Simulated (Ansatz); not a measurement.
CoO:

```
Co O
1.0
     1.60222    0.92504    2.56647
    -1.60222    0.92504    2.56647
     0.00000   -1.85008    2.56647
Co O
1 1
Direct
  0.99898 0.99898 0.99898
  0.75102 0.75102 0.75102
```

Measurements of this composition are mostly on another form, of space group No. 225.

Base run:

- Program: Ansatz 0.2.0
- Functional: r2SCAN
- Potentials or basis: Ansatz PAW
- Cutoff: 500 eV (not typed: the program's choice for these potentials)
- k mesh: 10 × 10 × 10
- Occupations: fermi-dirac, width 0.05 eV
- Spin: collinear spin, ferromagnetic start
- Starting moments: [2.0, 0.0] μB

Its results: band gap on the k mesh 0.10 eV, indirect (least direct gap 0.26 eV); pressure 4.1 GPa; net moment 2.99 μB per cell; site moments Co +2.41; O +0.29 μB.

**Question.** The run is repeated on the same cell with these changes: functional from r2SCAN to LDA; cutoff from 500 eV (not typed: the program's choice for these potentials) to 420 eV (not typed: the program's choice for these potentials). What comes out?

**Answer.** Band gap on the k mesh none (metal or under the smearing width); pressure -15.8 GPa; net moment 2.64 μB per cell; site moments Co +2.11; O +0.30 μB.

r2SCAN gives the wider gap, since meta-GGAs in the generalised Kohn-Sham scheme recover part of the derivative discontinuity.

Caveats: a cell with one magnetic atom can't hold antiferromagnetic order, which such compounds often take; the PAW data sets come from PBE, with cores solved anew for the run's functional, which leaves a small shift of forces and pressure; the magnetic or orbital state may not be the lowest (some runs); semilocal functionals often make such compounds metallic where correlation or magnetic order opens a gap, which also shifts bond lengths (some runs).
